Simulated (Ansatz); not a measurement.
# TiPbO$_{3}$, a database entry at a rescaled volume

```
Ti Pb O
1.0
     3.92943    3.92943    0.00000
     3.92943   -3.92943    0.00000
     0.00000    0.00000    4.18201
Ti Pb O
2 2 6
Cartesian
  0.0000 0.0000 0.1409
  3.9294 0.0000 0.1409
  1.9647 -1.9647 2.0910
  1.9647 1.9647 2.0910
  0.0000 0.0000 2.5460
  3.9294 0.0000 2.5460
  1.9647 0.0000 0.4696
  5.8942 0.0000 0.4696
  3.9294 -1.9647 0.4696
  3.9294 1.9647 0.4696
```

Single point in Ansatz 0.2.0 with PBE, with U_eff = 2.44 eV on Ti d (atomic projectors), collinear spin. Cutoff 420 eV, PAW datasets, 3×3×4 (shifted by 0.5, 0.5, 0 steps) k mesh, fermi-dirac filling (width 0.1 eV).

The state carries no moments; the state need not be the lowest.

Question: Is there a gap, and of what kind?

Answer: The gap is 2.07 eV, indirect or between spins (the least direct gap found is 2.45 eV).

Question: Give the Bader charges.

Answer: Bader charges in e: Ti +2.25, Pb +1.38, O -1.23 to -1.16. In the mean Ti gives up most and O takes most.

Question: Where is the largest force?

Answer: The largest is on Pb3 (and as large on other atoms): 0.17 eV/Å, components (0.00, 0.00, -0.17). It makes 50° with the line to a nearest neighbour, O7 at 2.55 Å.

Question: Which orbitals make up the band edges?

Answer: Within 0.7 eV of the edges, the states project mainly on O p (81 %) and Pb s (13 %) below the gap and on Ti d (80 %) above it.

Origin: a database entry at a rescaled volume. Caveats: the input typed no starting moments; no spin-orbit coupling, which can shift this gap by tenths of an eV; the mesh misses a band edge that the path finds.
